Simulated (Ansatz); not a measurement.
## ZnS films: biaxial stress and wafer bow

Plane-wave DFT in Ansatz, PBE, scalar-relativistic PAW potentials, cutoff 420 eV, no spin-orbit coupling; no spin polarisation. ZnS in space group P6_3mc, strained equally along a and b of the conventional cell, with c and the atoms relaxed within the symmetry (a film with c along the normal). Stress is the in-plane mean, tension positive.

| strain (%) | stress (GPa) | E − E(0) (meV/atom) |
| --- | --- | --- |
| -3.0 | -4.78 | 17.6 |
| -2.0 | -3.12 | 7.8 |
| -1.0 | -1.54 | 2.0 |
| +0.0 | -0.05 | 0.0 |
| +1.0 | ? | 1.7 |
| +2.0 | 2.66 | 6.8 |
| +3.0 | 3.87 | 15.1 |

Task: Fit the stress, get the biaxial modulus and predict the missing row.

Result: A parabola through the given rows is σ = -0.05 + 1.443 ε -0.0449 ε² GPa (ε in %), so M = dσ/dε = 144 GPa at zero. It predicts 1.35 GPa at +1.0 %; the run gave 1.37 GPa. The miss is 0.02 GPa, so the fit holds. The negative square term means that the film is stiffer in compression than in tension. The energies check it: E/V = Mε² at small strain, and a cubic fit with V = 20.17 Å³/atom gives M = 144 GPa, in agreement.

Task: How much does a 50 nm film at +0.2 % strain bow a 300 mm Si(001) wafer 775 μm thick?

Result: The fit, without its small constant, gives σ = 0.29 GPa. Stoney's formula, κ = 6σt_f/(M_s t_s²) with M_s = 180.5 GPa for Si(001) (literature), gives |κ| = 0.80×10⁻³ m⁻¹ and a bow κr²/2 = 9.0 μm at r = 150 mm, with the film side concave (tension pulls the edges up). This assumes a single-crystal or fully textured, unrelaxed film at 0 K.

Cost: about 1.4 core-minutes for the runs cited, on AMD EPYC 9R45 (Zen 5) (shared hosts).

The film's in-plane response is nearly linear at small strain, with a biaxial modulus of 144 GPa supported by both stress and energy. At every strain magnitude computed, compression costs more energy than equal tension. This is ordinary bond anharmonicity: shortening the polar-covalent Zn–S bonds meets steeply rising Pauli repulsion, while stretching them weakens the restoring force. Because c is free, part of the load is taken up by Poisson relaxation along the normal and by bending of the tetrahedral angles, so the film is softer than it would be with c clamped. PBE tends to underbind such semiconductors, so the real modulus is probably somewhat higher.

For the wafer, the anharmonic term hardly matters at +0.2 %, and the bow scales almost linearly with strain. The basal plane of a hexagonal crystal is elastically isotropic, so rotating grains about c would leave the modulus unchanged. The strain itself is an input, however, so the bow of 9.0 μm doesn't predict the stress that growth would produce.
